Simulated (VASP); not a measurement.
SiNi:

```
Si Ni
1.0
     2.94277    0.00000    0.00000
     0.00000    3.28033    0.00000
     0.00000    0.00000    4.67745
Si Ni
2 2
Direct
  0.00000 0.00000 0.15686
  0.50000 0.50000 0.84314
  0.00000 0.00000 0.65750
  0.50000 0.50000 0.34250
```

The cell is a database's computed one.

* Program: VASP 6.6.1
* Task: relaxation of cell and atoms
* Functional: LDA
* Potentials or basis: VASP PAW LDA potentials, release 64 (Si, Ni)
* Cutoff: 600 eV
* k mesh: 12 × 12 × 8
* Occupations: methfessel-paxton, width 0.1 eV
* Spin: no spin polarisation

At the start: pressure -4.8 GPa; volume 11.29 Å³/atom.

Question: Where does the relaxation end?

Answer: Over 8 steps the energy falls by 4.5 meV/atom and the volume is 11.03 Å³/atom (-2.3 %); space group Pmmn (No. 59, to 0.05 Å).

The path:
| step | energy change (eV) | largest force (eV/Å) | pressure (GPa) | volume (Å³) |
| --- | --- | --- | --- | --- |
| 1 | 0.0000 | 0.2181 | -4.76 | 45.15 |
| 2 | 0.0050 | 0.1278 | 6.20 | 42.99 |
| 3 | -0.0176 | 0.0811 | 0.09 | 44.12 |
| 4 | -0.0176 | 0.0788 | 0.17 | 44.10 |
| 5 | -0.0181 | 0.0026 | 0.15 | 44.11 |
| 6 | -0.0181 | 0.0034 | 0.17 | 44.11 |
| 7 | -0.0181 | 0.0047 | -0.14 | 44.18 |
| 8 | -0.0182 | 0.0029 | -0.05 | 44.13 |

Final structure:
```
Si Ni
1.0
     2.92690    0.00000    0.00000
     0.00000    3.25216    0.00000
     0.00000    0.00000    4.63661
Si Ni
2 2
Direct
  0.00000 0.00000 0.15876
  0.50000 0.50000 0.84124
  0.00000 0.00000 0.65683
  0.50000 0.50000 0.34317
```
